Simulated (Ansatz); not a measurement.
Nb:

```
Nb
1.0
    -1.66395    1.66395    1.66395
     1.66395   -1.66395    1.66395
     1.66395    1.66395   -1.66395
Nb
1
Direct
  0.00000 0.00000 0.00000
```

* Program: Ansatz 0.2.0
* Task: relaxation of cell and atoms
* Functional: BLYP
* Potentials or basis: Ansatz PAW
* Cutoff: 420 eV (not typed: the program's choice for these potentials)
* k mesh: 11 × 11 × 11
* Occupations: fermi-dirac, width 0.05 eV
* Spin: no spin polarisation

At the start: volume 18.43 Å³/atom.

How do energy, volume and symmetry change on relaxing?

It ends after 4 steps and the volume is 18.89 Å³/atom (+2.5 %); space group Im-3m (No. 229, to 0.05 Å).

Step by step:
| step | energy change (eV) | largest force (eV/Å) | volume (Å³) |
| --- | --- | --- | --- |
| 1 | 0.0000 | 0.0000 | 18.43 |
| 2 | -0.0057 | 0.0000 | 18.93 |
| 3 | -0.0057 | 0.0000 | 18.89 |
| 4 | -0.0058 | 0.0000 | 18.89 |

Final structure:
```
CELL_PARAMETERS angstrom
-1.67784 1.67784 1.67784
1.67784 -1.67784 1.67784
1.67784 1.67784 -1.67784
ATOMIC_POSITIONS crystal
Nb 0.00000 0.00000 0.00000
```

Caveat: the plane-wave basis is chosen anew once the cell has moved, so the energies of steps on either side of that aren't comparable; the PAW data sets come from PBE, with cores solved anew for the run's functional, which leaves a small shift of forces and pressure.
